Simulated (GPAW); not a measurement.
# Ge (Cmcm) in GPAW: notebook

One crystal, Ge, is run at these levels: PBEsol+D3(BJ)+ATM, PBEsol+D4; tasks: relaxation of cell and atoms.

Program: GPAW 26.7.0. These are calculated values, not measurements. Logs are shortened: lines on timing, memory, paths and dates and some standing lists are left out, and cuts for length are marked. The log counts tension as positive stress, the text compression.

## (1) Starting point

It takes space group Cmcm (No. 63, orthorhombic). The conventional cell has a = 2.976 Å, b = 5.189 Å, c = 4.728 Å, α = 90.00°, β = 90.00°, γ = 90.00°. Around Ge (site symmetry m2m) lie 12 Ge at 2.92 to 2.99 Å.

This isn't the form of Ge at room conditions, which is diamond.

## (2) Relaxation of cell and atoms, PBEsol+D3(BJ)+ATM

File run.py:

```python
from ase import Atoms
from ase.calculators.mixing import SumCalculator
from ase.filters import FrechetCellFilter
from ase.io import write
from ase.optimize import BFGS
from dftd3.ase import DFTD3
from gpaw import GPAW, PW, setup_paths

setup_paths.insert(0, '.')

atoms = Atoms(['Ge', 'Ge'],
              cell=[[1.488052925, -2.59468961, 0.0],
                    [1.488052925, 2.59468961, 0.0],
                    [0.0, 0.0, 4.72759579]],
              scaled_positions=[[0.33344663, 0.66655337, 0.25],
                                [0.66655337, 0.33344663, 0.75]],
              pbc=True)

calc = GPAW(mode=PW(600),
            xc='PBEsol',
            kpts={'size': (10, 10, 6), 'gamma': True},
            occupations={'name': 'fermi-dirac', 'width': 0.05},
            nbands=11,
            convergence={'density': 1e-05, 'forces': 0.0001},
            maxiter=150,
            txt='gpaw.txt')
atoms.calc = SumCalculator([calc, DFTD3(damping='d3bj', params_tweaks=dict(method='pbesol', atm=True))])
opt = BFGS(FrechetCellFilter(atoms), trajectory='relax.traj', logfile='-')
done = opt.run(fmax=0.02, steps=60)
calc.write('gs.gpw')
write('result.traj', atoms)
print('Converged:', done)
print('Cell:', atoms.cell.cellpar().round(4))
print('Volume:', round(atoms.get_volume(), 4))
print(atoms.get_scaled_positions().round(5))
```

Potentials or basis: PAW data sets generated in the run's folder for this functional, pw.

Started as:

```console
gpaw-setup -f PBEsol Ge
OMP_NUM_THREADS=1 python run.py
```

gpaw.txt:

```text
__  _  _
 | _ |_)|_||  |
 |__||  | ||/\| - 26.7.0

Input parameters:
  mode=PW(ecut=600.0),
  convergence={'density': 1e-05, 'forces': 0.0001},
  kpts=MonkhorstPack(size=(10, 10, 6), gamma=True),
  maxiter=150,
  nbands=11,
  occupations=Occupations(name='fermi-dirac', width=0.05),
  xc=XC(name='PBEsol')

Diagonalizing LCAO Hamiltonian
Converting LCAO to pw mode

       Ge

         Ge

Atoms  # Å, Bohr magnetons
|   | symbol |        x |         y |        z |    initial magnetic moments |
|---|--------|----------|-----------|----------|-----------------------------|
| 0 |     Ge | 1.488053 |  0.864309 | 1.181899 | ( 0.0000,  0.0000,  0.0000) |
| 1 |     Ge | 1.488053 | -0.864309 | 3.545697 | ( 0.0000,  0.0000,  0.0000) |

Unit cell  # Å
| periodic |        x |         y |        z |  lengths |     angles |
|----------|----------|-----------|----------|----------|------------|
|      yes | 1.488053 | -2.594690 | 0.000000 | 2.991106 |  90.000000 |
|      yes | 1.488053 |  2.594690 | 0.000000 | 2.991106 |  90.000000 |
|      yes | 0.000000 |  0.000000 | 4.727596 | 4.727596 | 120.331510 |

Number of symmetries: 4
Symmetry operations  # r_c * U_cc + t_c -> r_c
|   | kind |            matrix            |
|---|------|------------------------------|
| 0 |  E   |  1, 0, 0,  0, 1, 0,  0, 0, 1 |
| 1 |  C2  |  0, 1, 0,  1, 0, 0,  0, 0,-1 |
| 2 |  σ   |  0,-1, 0, -1, 0, 0,  0, 0, 1 |
| 3 |  i   | -1, 0, 0,  0,-1, 0,  0, 0,-1 |

BZ-sampling:
  Number of BZ points: 600
  Number of IBZ points: 172

  Monkhorst-Pack size: [10, 10, 6]
  Monkhorst-Pack shift: [0.05, 0.05, 0.08333333333333333]
[... 102 lines left out ...]
SCF iterations
|iter     | |      energy | eigst |  dens |force |
|---------|-|-------------|-------|-------|------|
|iter:   1| |   -9.382639 | -0.58 |       |      |
|iter:   2| |   -9.379989 | -3.05 | -1.28 |      |
|iter:   3| |   -9.354067 | -3.48 | -1.31 |      |
|iter:   4| |   -9.352275 | -4.28 | -1.92 |      |
|iter:   5| |   -9.352260c| -5.47 | -3.10 |      |
|iter:   6| |   -9.352258c| -6.54 | -3.54 |      |
|iter:   7| |   -9.352258c| -7.91c| -4.50 |      |
|iter:   8| |   -9.352258c| -8.87c| -4.94 |      |
|iter:   9| |   -9.352258c| -9.68c| -5.58c|      |
|iter:  10| |   -9.352258c|-10.69c| -6.32c|-5.86c|

Converged in 10 steps
Energy contributions relative to reference atoms: (reference = -114111.519876)

Energy contributions:
  Kinetic:          16.330774
  Coulomb:         -14.515083
  Zero:             -0.012457
  External:          0.000000
  Xc:              -11.151258
  Entropy:          -0.008468
  Spinorbit:         0.000000
  ----------------------------
  Free energy:      -9.356492
  Extrapolated:     -9.352258

dipole moment: (0.000185, 0.000000, 0.000294)  # |e|*Ang

Fermi level: 8.125
Eigenvalues  # (at kpt = [0.000, 0.000, 0.000])
| band index |      eig [eV] | occ [0-2] |
|------------|---------------|-----------|
|          0 |        -5.222 |     2.000 |
|          1 |         0.650 |     2.000 |
|          2 |         2.602 |     2.000 |
|          3 |        14.764 |     0.000 |
|          4 |        14.878 |     0.000 |
|          5 |        16.829 |     0.000 |
|          6 |        16.946 |     0.000 |
|          7 |        18.264 |     0.000 |
|          8 |        19.470 |     0.000 |
|          9 |        21.052 |     0.000 |
|         10 |        22.127 |     0.000 |

No gap
No difference between direct/indirect transitions

Stress tensor  # eV/Ang^3
|        x |        y |         z |
|----------|----------|-----------|
| 0.004513 | 0.000000 |  0.000000 |
| 0.000000 | 0.003102 |  0.000000 |
| 0.000000 | 0.000000 | -0.011012 |

Forces  # eV/Ang
|       x |        y |        z |
|---------|----------|----------|
| 0.00000 | -0.00069 | -0.00000 |  # Ge   0
| 0.00000 |  0.00069 |  0.00000 |  # Ge   1

Interpolating wave functions to new cell

       Ge

         Ge

Atoms  # Å, Bohr magnetons
|   | symbol |        x |         y |        z |    initial magnetic moments |
|---|--------|----------|-----------|----------|-----------------------------|
| 0 |     Ge | 1.483885 |  0.862035 | 1.180970 | ( 0.0000,  0.0000,  0.0000) |
| 1 |     Ge | 1.483885 | -0.862035 | 3.542909 | ( 0.0000,  0.0000,  0.0000) |
[... 154 lines left out ...]
Fermi level: 8.202
Eigenvalues  # (at kpt = [0.000, 0.000, 0.000])
| band index |      eig [eV] | occ [0-2] |
|------------|---------------|-----------|
|          0 |        -5.199 |     2.000 |
|          1 |         0.691 |     2.000 |
|          2 |         2.634 |     2.000 |
|          3 |        14.907 |     0.000 |
|          4 |        15.026 |     0.000 |
|          5 |        16.975 |     0.000 |
|          6 |        17.097 |     0.000 |
|          7 |        18.378 |     0.000 |
|          8 |        19.630 |     0.000 |
|          9 |        21.139 |     0.000 |
|         10 |        22.195 |     0.000 |

No gap
No difference between direct/indirect transitions

Stress tensor  # eV/Ang^3
|        x |         y |         z |
|----------|-----------|-----------|
| 0.001473 |  0.000000 |  0.000000 |
| 0.000000 | -0.000377 |  0.000000 |
| 0.000000 |  0.000000 | -0.013637 |

Forces  # eV/Ang
|       x |        y |        z |
|---------|----------|----------|
| 0.00000 | -0.00085 | -0.00001 |  # Ge   0
| 0.00000 |  0.00085 |  0.00001 |  # Ge   1

Interpolating wave functions to new cell

       Ge

         Ge

Atoms  # Å, Bohr magnetons
|   | symbol |        x |         y |        z |    initial magnetic moments |
|---|--------|----------|-----------|----------|-----------------------------|
| 0 |     Ge | 1.461520 |  0.850231 | 1.177483 | ( 0.0000,  0.0000,  0.0000) |
| 1 |     Ge | 1.461520 | -0.850231 | 3.532452 | ( 0.0000,  0.0000,  0.0000) |
[... 566 lines left out ...]
No gap
No difference between direct/indirect transitions

Stress tensor  # eV/Ang^3
|         x |         y |         z |
|-----------|-----------|-----------|
| -0.019779 |  0.000000 |  0.000000 |
|  0.000000 | -0.022988 |  0.000000 |
|  0.000000 |  0.000000 | -0.012722 |

Forces  # eV/Ang
|        x |        y |        z |
|----------|----------|----------|
|  0.00000 | -0.01142 |  0.00000 |  # Ge   0
| -0.00000 |  0.01142 | -0.00000 |  # Ge   1

Interpolating wave functions to new cell

       Ge

        Ge

Atoms  # Å, Bohr magnetons
|   | symbol |        x |         y |        z |    initial magnetic moments |
|---|--------|----------|-----------|----------|-----------------------------|
| 0 |     Ge | 1.451996 |  0.848621 | 1.190270 | ( 0.0000,  0.0000,  0.0000) |
| 1 |     Ge | 1.451996 | -0.848621 | 3.570811 | ( 0.0000,  0.0000,  0.0000) |

Unit cell  # Å
| periodic |        x |         y |         z |  lengths |     angles |
|----------|----------|-----------|-----------|----------|------------|
|      yes | 1.451996 | -2.550194 | -0.000000 | 2.934583 |  89.999998 |
|      yes | 1.451996 |  2.550194 |  0.000000 | 2.934583 |  90.000002 |
|      yes | 0.000000 |  0.000000 |  4.761081 | 4.761081 | 120.688483 |
[... 307 lines left out ...]
convergence criteria:
- Maximum integral of absolute [dens]ity change: 1e-05 electrons / valence electron
- Maximum change in the atomic [forces] across last 2 cycles: 0.0001 eV/Ang OR
Maximum error relative to the maximum force is below inf
- Maximum [total energy] change in last 3 cyles: 0.0005 eV / valence electron
- Maximum integral of absolute [eigenst]ate change: 4e-08 eV^2 / valence electron
maximum number of iterations: 150

SCF iterations
|iter     | |      energy | eigst |  dens |force |
|---------|-|-------------|-------|-------|------|
|iter:   1| |   -9.347181 | -4.43 |       |      |
|iter:   2| |   -9.347178 | -7.59c| -2.86 |      |
|iter:   3| |   -9.347150c| -6.37 | -2.89 |      |
|iter:   4| |   -9.347149c| -7.53c| -3.61 |      |
|iter:   5| |   -9.347149c| -8.43c| -4.51 |      |
|iter:   6| |   -9.347149c| -9.14c| -5.25c|      |
|iter:   7| |   -9.347149c| -9.78c| -6.08c|-4.44c|

Converged in 7 steps
Energy contributions relative to reference atoms: (reference = -114111.519876)

Energy contributions:
  Kinetic:          19.708526
  Coulomb:         -17.156311
  Zero:             -0.013145
  External:          0.000000
  Xc:              -11.882741
  Entropy:          -0.006957
  Spinorbit:         0.000000
  ----------------------------
  Free energy:      -9.350627
  Extrapolated:     -9.347149
[... 557 lines left out ...]
convergence criteria:
- Maximum integral of absolute [dens]ity change: 1e-05 electrons / valence electron
- Maximum change in the atomic [forces] across last 2 cycles: 0.0001 eV/Ang OR
Maximum error relative to the maximum force is below inf
- Maximum [total energy] change in last 3 cyles: 0.0005 eV / valence electron
- Maximum integral of absolute [eigenst]ate change: 4e-08 eV^2 / valence electron
maximum number of iterations: 150

SCF iterations
|iter     | |      energy | eigst |  dens |force |
|---------|-|-------------|-------|-------|------|
|iter:   1| |   -9.347432 | -3.63 |       |      |
|iter:   2| |   -9.347418 | -6.41 | -2.54 |      |
|iter:   3| |   -9.347323c| -5.78 | -2.57 |      |
|iter:   4| |   -9.347320c| -6.89 | -3.25 |      |
|iter:   5| |   -9.347320c| -8.12c| -4.23 |      |
|iter:   6| |   -9.347320c| -8.73c| -4.75 |      |
|iter:   7| |   -9.347320c| -9.64c| -6.00c|      |
|iter:   8| |   -9.347320c|-10.34c| -6.36c|-4.48c|

Converged in 8 steps
Energy contributions relative to reference atoms: (reference = -114111.519876)

Energy contributions:
  Kinetic:          19.754756
  Coulomb:         -17.187747
  Zero:             -0.013144
  External:          0.000000
  Xc:              -11.898096
  Entropy:          -0.006177
  Spinorbit:         0.000000
  ----------------------------
  Free energy:      -9.350408
  Extrapolated:     -9.347320

dipole moment: (0.000180, -0.000000, 0.000297)  # |e|*Ang

Fermi level: 8.647
Eigenvalues  # (at kpt = [0.000, 0.000, 0.000])
| band index |      eig [eV] | occ [0-2] |
|------------|---------------|-----------|
|          0 |        -5.089 |     2.000 |
|          1 |         0.632 |     2.000 |
|          2 |         2.715 |     2.000 |
|          3 |        15.721 |     0.000 |
|          4 |        16.190 |     0.000 |
|          5 |        17.746 |     0.000 |
|          6 |        18.173 |     0.000 |
|          7 |        18.516 |     0.000 |
[... 7 lines left out ...]
Stress tensor  # eV/Ang^3
|         x |         y |         z |
|-----------|-----------|-----------|
| -0.018940 |  0.000000 |  0.000000 |
|  0.000000 | -0.018588 | -0.000000 |
|  0.000000 | -0.000000 | -0.017111 |

Forces  # eV/Ang
|       x |        y |        z |
|---------|----------|----------|
| 0.00000 | -0.01492 |  0.00002 |  # Ge   0
| 0.00000 |  0.01492 | -0.00002 |  # Ge   1

# Writing to gs.gpw (mode='')
```

Run time: 5.3 min. Hardware: 1 thread of Arm Neoverse V1, shared host; peak memory 0.3 GiB.

Results:

```
Free energy                            : -10.0118 eV
Relaxed volume                         : 17.61 Å³/atom
Relaxed cell                           : a = 2.938 Å, b = 2.938 Å, c = 4.768 Å, α = 90.00°, β = 90.00°, γ = 121.14°
Space group after relaxing (to 0.05 Å) : Cmcm (No. 63)
Energy gained by relaxing              : 8.8 meV/atom
Ionic steps                            : 10
Pressure after relaxing                : 0.0 GPa
Largest force after relaxing           : 0.015 eV/Å
Band gap on the k mesh                 : none (metal or under the smearing width)
Dispersion energy per atom             : -0.331 eV
```

Forces in eV/Å, atoms in the order of the input:
```
Ge   0.000 -0.015  0.000
Ge   0.000  0.015  0.000
```

Step by step:
```tsv
step	energy change (eV)	largest force (eV/Å)	pressure (GPa)	volume (Å³)
1	0.0000	0.0007	-2.54	36.51
2	-0.0038	0.0009	-2.09	36.28
3	-0.0131	0.0043	0.42	35.14
4	-0.0138	0.0052	0.43	35.13
5	-0.0161	0.0115	0.05	35.20
6	-0.0168	0.0106	-0.02	35.26
7	-0.0169	0.0110	-0.02	35.25
8	-0.0170	0.0121	-0.01	35.24
9	-0.0174	0.0139	0.00	35.23
10	-0.0175	0.0151	0.01	35.23
```

Final structure:
```
CELL_PARAMETERS angstrom
1.44357 -2.55896 0.00000
1.44357 2.55896 0.00000
0.00000 0.00000 4.76799
ATOMIC_POSITIONS crystal
Ge 0.33428 0.66572 0.25000
Ge 0.66572 0.33428 0.75000
```

Caveat: later steps reuse the first step's grids; pairwise dispersion overbinds metals, which lowers pressure and volume.

## (3) Relaxation of cell and atoms, PBEsol+D4

Edit run.py of step 2 so:

```diff
@@ -5,3 +5,3 @@
 from ase.optimize import BFGS
-from dftd3.ase import DFTD3
+from dftd4.ase import DFTD4
 from gpaw import GPAW, PW, setup_paths
@@ -26,3 +26,3 @@
             txt='gpaw.txt')
-atoms.calc = SumCalculator([calc, DFTD3(damping='d3bj', params_tweaks=dict(method='pbesol', atm=True))])
+atoms.calc = SumCalculator([calc, DFTD4(method='pbesol')])
 opt = BFGS(FrechetCellFilter(atoms), trajectory='relax.traj', logfile='-')
```

Potentials or basis: PAW data sets generated in the run's folder for this functional, pw.

Started as:

```console
gpaw-setup -f PBEsol Ge
OMP_NUM_THREADS=1 python run.py
```

Run time: 5.6 min. Hardware: 1 thread of Arm Neoverse V1, shared host; peak memory 0.3 GiB.

It converged, with:

```yaml
Free_energy: -9.8251 eV
Relaxed_volume: 17.82 Å³/atom
Relaxed_cell: a = 2.952 Å, b = 2.952 Å, c = 4.778 Å, α = 90.00°, β = 90.00°, γ = 121.13°
Space_group_after_relaxing_to_0.05_Å: Cmcm (No. 63)
Energy_gained_by_relaxing: 6.0 meV/atom
Ionic_steps: 11
Pressure_after_relaxing: -0.1 GPa
Largest_force_after_relaxing: 0.013 eV/Å
Band_gap_on_the_k_mesh: none (metal or under the smearing width)
Dispersion_energy_per_atom: -0.234 eV
```

Forces in eV/Å, atoms in the order of the input:
```
Ge   0.000 -0.013  0.000
Ge   0.000  0.013  0.000
```

Stress tensor (GPa, compression positive):
```
-0.02  0.00  0.00
 0.00 -0.14  0.00
 0.00  0.00 -0.09
```

The path:
| step | energy change (eV) | largest force (eV/Å) | pressure (GPa) | volume (Å³) |
| --- | --- | --- | --- | --- |
| 1 | 0.0000 | 0.0007 | -1.74 | 36.51 |
| 2 | -0.0021 | 0.0008 | -1.43 | 36.35 |
| 3 | -0.0084 | 0.0043 | 0.46 | 35.47 |
| 4 | -0.0090 | 0.0054 | 0.52 | 35.44 |
| 5 | -0.0110 | 0.0100 | 0.31 | 35.47 |
| 6 | -0.0112 | 0.0094 | 0.09 | 35.57 |
| 7 | -0.0113 | 0.0096 | -0.03 | 35.62 |
| 8 | -0.0114 | 0.0100 | -0.11 | 35.65 |
| 9 | -0.0117 | 0.0111 | -0.21 | 35.69 |
| 10 | -0.0119 | 0.0123 | -0.20 | 35.69 |
| 11 | -0.0120 | 0.0129 | -0.08 | 35.63 |

Final structure:
```
Ge
1.0
     1.45059   -2.57064    0.00000
     1.45059    2.57064    0.00000
     0.00000    0.00000    4.77799
Ge
2
Direct
  0.33433 0.66567 0.25000
  0.66567 0.33433 0.75000
```

Levels at points of the mesh, in eV from the Fermi level:
| k point | band 2 | band 3 | band 4 | band 5 | band 6 | band 7 |
| --- | --- | --- | --- | --- | --- | --- |
| (0.00, 0.00, 0.00) | -7.95 | -5.84 | 6.97 | 7.42 | 8.99 | 9.39 |
| (0.00, 0.00, 0.50) | -11.99 | 1.39 | 1.39 | 8.09 | 8.09 | 8.51 |
| (0.50, 0.00, 0.00) | -7.13 | -2.43 | -1.58 | -0.92 | 1.36 | 2.61 |
| (0.50, 0.00, 0.50) | -6.94 | -5.09 | -5.09 | 4.22 | 4.22 | 4.97 |
| (0.50, 0.50, 0.00) | -7.31 | -2.58 | -1.67 | -1.12 | 1.20 | 3.16 |
| (0.50, 0.50, 0.50) | -7.20 | -5.19 | -5.19 | 4.78 | 4.78 | 4.98 |

Caveat: later steps reuse the first step's grids; pairwise dispersion overbinds metals, which lowers pressure and volume.
